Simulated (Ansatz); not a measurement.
# How Ni answers to pressure

```
Ni
1.0
     0.00000    1.76795    1.76795
     1.76795    0.00000    1.76795
     1.76795    1.76795    0.00000
Ni
1
Cartesian
  0.0000 0.0000 0.0000
```

The cell comes from COD entry 2100640, which wasn't checked; take it as a given geometry.

All numbers below come from DFT, PBE, all-electron LAPW, scalar-relativistic (Ansatz 0.2.0).

Numerical set-up: a Γ-centred 20×20×20 k mesh, Fermi–Dirac smearing of 0.05 eV, basis error target 0.25 meV/atom, spin-polarised from start moments Ni 1.5 μB.

The cell is scaled evenly with fractional coordinates held.

```tsv
V/V(cell)	P (GPa)	cell moment (μB)
0.9400	10.56	0.630
0.9500	7.98	0.632
0.9600	5.56	0.634
0.9750	2.17	0.636
0.9800	1.11	0.637
0.9900	-0.92	0.639
1.0000	-2.83	0.640
1.0100	-4.63	0.642
1.0200	-6.32	0.644
1.0250	-7.13	0.645
1.0400	-9.42	0.647
1.0500	-10.83	0.649
```

(1) From the rows at 0.9900 and 1.0100, what is the bulk modulus at the cell's volume?

(2) How does the moment scale with volume?

(3) Predict the row at V/V(cell) = 1.0600. How far is a linear estimate of P off?

## Answers

(1) B = −ΔP/Δln V = −[(-4.63) − (-0.92)]/0.02000 = 185.5 GPa.

(2) dln M/dln V = ln(0.642/0.639)/0.02000 = 0.25: expansion raises it.

(3) P = -12.16 GPa, moment 0.651 μB. The linear estimate P(cell) − B ln(V/V(cell)) = -13.64 GPa misses by 1.48 GPa, since the modulus falls on expansion.
